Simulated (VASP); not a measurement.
**Te: relaxation of cell and atoms with optB86b-vdW**

Te:

```
CELL_PARAMETERS angstrom
2.30590 1.33131 1.69095
-2.30590 1.33131 1.69095
0.00000 -2.66263 1.69095
ATOMIC_POSITIONS crystal
Te 0.50000 0.50000 0.50000
```

This isn't the form of Te at room conditions, which is trigonal, of chains.

| Quantity | Value |
| --- | --- |
| Program | VASP 6.6.1 |
| Task | relaxation of cell and atoms |
| Functional | optB86b-vdW |
| Potentials or basis | VASP PAW PBE potentials, release 64 (Te) |
| Cutoff | 600 eV |
| k mesh | 9 × 9 × 9 |
| Occupations | fermi-dirac, width 0.05 eV |
| Spin | no spin polarisation |
| Further INCAR settings | ALGO = Fast; EDIFF = 1e-06; IBRION = 2; EDIFFG = -0.01; NSW = 60; ISIF = 3 |

The relaxed volume is 32.33 Å³/atom and the relaxed cell is a = 3.188 Å, b = 3.188 Å, c = 3.188 Å, α = 92.06°, β = 92.06°, γ = 92.06°. The space group after relaxing (to 0.05 Å) is R-3m (No. 166) and the energy gained by relaxing is 6.6 meV/atom. The ionic steps are 10 and the pressure after relaxing is 0.0 GPa. The band gap on the k mesh is none (metal or under the smearing width).

The path:
```
step  energy change (eV)  largest force (eV/Å)  pressure (GPa)  volume (Å³)
   1              0.0000                0.0000            1.80        31.15
   2             -0.0034                0.0000           -1.12        32.75
   3             -0.0053                0.0000            0.05        32.13
   4             -0.0053                0.0000           -0.03        32.16
   5             -0.0054                0.0000           -0.05        32.17
   6             -0.0056                0.0000           -0.06        32.21
   7             -0.0061                0.0000           -0.09        32.29
   8             -0.0065                0.0000           -0.19        32.43
   9             -0.0066                0.0000            0.09        32.28
  10             -0.0066                0.0000           -0.01        32.33
```

Final structure:
```
Te
1.0
     2.29423    1.32457    1.77300
    -2.29423    1.32457    1.77300
     0.00000   -2.64914    1.77300
Te
1
Direct
  0.50000 0.50000 0.50000
```

Levels at points of the mesh, in eV from the Fermi level:
```tsv
k point	band 1	band 2	band 3	band 4	band 5	band 6	band 7
(0.00, 0.00, 0.00)	-13.71	1.01	1.25	1.25	6.10	6.10	6.54
```

Run time: 2.3 min on 1 thread of Intel(R) Xeon(R) 6975P-C (Granite Rapids), on a shared host, peak memory 0.34 GiB.

Caveat: the PAW data sets were made with another functional, which shifts forces and pressure a little. The run has no spin-orbit coupling, so splittings on Te are missing.
